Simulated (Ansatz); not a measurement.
The calculation used DFT, RPBE, plane waves (420 eV) with PAW, scalar-relativistic (Ansatz). (PAW data from PBE, frozen cores regenerated.)

An element in the dhcp structure gives this curve. The cell is scaled uniformly from the relaxed one, with fractional coordinates and shape fixed. Energies are extrapolated to zero smearing, pressures are those at the given smearing. Magnetic state: spin not included.

| V (Å³/atom) | E − E₀ (meV/atom) | P (GPa) |
| --- | --- | --- |
| 12.865 | 66.6 | 13.90 |
| 13.450 | 27.0 | 8.18 |
| 14.035 | 6.0 | 3.63 |
| 14.620 | 0.0 | -0.05 |
| 15.204 | 6.1 | -3.03 |
| 15.789 | 22.0 | -5.43 |
| 16.374 | 45.7 | -7.33 |

(1) Which element is it?
A. tungsten
B. aluminium
C. zinc
D. silicon

Results:

(1) D. Its fit is V₀ = 14.60 Å³/atom, B₀ = 83 GPa, B₀′ = 4.3.
